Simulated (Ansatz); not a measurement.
Compressing Ti: a fit and a missing row

Ti, Fm-3m, a = 4.110 Å. This isn't the element's structure at ambient conditions. Ansatz: r2SCAN, PAW, 500 eV, Γ-centred 18×18×18 mesh on 1 atom, Gaussian smearing 0.10 eV; no spin polarisation. Symmetry fixes shape and atoms, so the cell is only scaled; pressure is positive in compression.

```
V (Å³/atom) P (GPa)
     15.277        ?
     15.798    12.24
     16.319     7.64
     16.840     3.59
     17.360     0.02
     17.881    -3.12
     18.402    -5.89
     19.097    -9.07
```

Q: Take V0 = 17.360 Å³/atom, count pressures from its P0 = 0.02 GPa, fit the third-order Birch–Murnaghan form to the other rows, and predict the missing pressure.

A: With the Eulerian strain f = ½[(V0/V)^(2/3) − 1] and y = (P − P0)/[3f(1 + 2f)^(5/2)], the form is the line y = B0 + 1.5 B0 (B0′ − 4) f. Rows (f, y): 0.03244, 107.3; 0.02104, 108.9; 0.01024, 110.5; -0.00976, 112.7; -0.01906, 113.9; -0.03080, 115.3. Means f = 0.0006833, y = 111.43; Σ(Δf)² = 0.003004, ΣΔfΔy = -0.3754; the slope is their ratio. y = 111.5 − 125.0 f GPa, so B0 = 111.5 GPa and B0′ = 4 + 2 × (-125.0)/(3 × 111.5) = 3.25. At V = 15.277, f = 0.04447, y = 105.94 and P = 17.51 GPa. The run gave 17.44 GPa, so the fit is 0.07 GPa too high, a small miss on the scale of the series.